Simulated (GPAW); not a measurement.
Input of a GPAW 26.7.0 run:

The input run.py:

```python
from ase import Atoms
from ase.eos import EquationOfState
from ase.io import Trajectory
from ase.units import GPa
from ase.parallel import parprint
from gpaw import GPAW, PW, setup_paths

setup_paths.insert(0, '.')

atoms = Atoms(['Mo', 'S', 'S'],
              cell=[[3.1841260822, 0.0, 0.0],
                    [-1.5920630411, 2.757534076, 0.0],
                    [0.0, 0.0, 17.33459995]],
              scaled_positions=[[0.0, 0.0, 0.0],
                                [0.3333333333, 0.6666666667, 0.91050702],
                                [0.3333333333, 0.6666666667, 0.08949298]],
              pbc=True)

traj = Trajectory('eos.traj', 'w')
volumes, energies = [], []
for x in [0.94, 0.96, 0.98, 1.0, 1.02, 1.04, 1.06]:
    a = atoms.copy()
    a.set_cell(atoms.cell * x**(1 / 3), scale_atoms=True)
    calc = GPAW(mode=PW(600),
                xc='PBEsol',
                kpts={'size': (10, 10, 2), 'gamma': True},
                occupations={'name': 'fermi-dirac', 'width': 0.05},
                nbands=25,
                convergence={'density': 1e-05, 'energy': 1e-05},
                maxiter=150,
                txt=f'eos-{x:.2f}.txt')
    a.calc = calc
    energies.append(a.get_potential_energy(force_consistent=True))
    volumes.append(a.get_volume())
    p = -a.get_stress()[:3].mean() / GPa
    calc.write(f'eos-{x:.2f}.gpw')
    traj.write(a)
    parprint(f'{x:.2f} {volumes[-1]:10.4f} A^3 {energies[-1]:14.6f} eV {p:9.3f} GPa', flush=True)

v0, e0, B = EquationOfState(volumes, energies, eos='birchmurnaghan').fit()
parprint(f'V0 = {v0:.4f} A^3, E0 = {e0:.6f} eV, B0 = {B / GPa:.2f} GPa')
```

Potentials or basis: PAW data sets generated in the run's folder for this functional, pw.

The run is started by

```bash
$ gpaw-setup -f PBEsol Mo S
$ OMP_NUM_THREADS=1 mpirun -n 4 gpaw python run.py
```

**Question.** What does it give for the bulk modulus at fixed shape and positions?

**Answer.** 54 GPa.

**Question.** What does it give for the pressure derivative of the bulk modulus?

**Answer.** 4.4.

**Question.** Estimate the equilibrium volume.

**Answer.** 49.61 Å³/atom.

Energy against volume, from the lowest point:
```csv
volume (Å³/atom),energy (meV/atom)
47.690,13.57
48.705,2.90
49.720,0.00
50.735,4.08
51.749,14.42
52.764,30.34
53.779,51.27
```

Caveat: the cell was scaled at fixed shape and fractional positions, which overstates the stiffness of a crystal with free parameters, most of all of layers and chains.
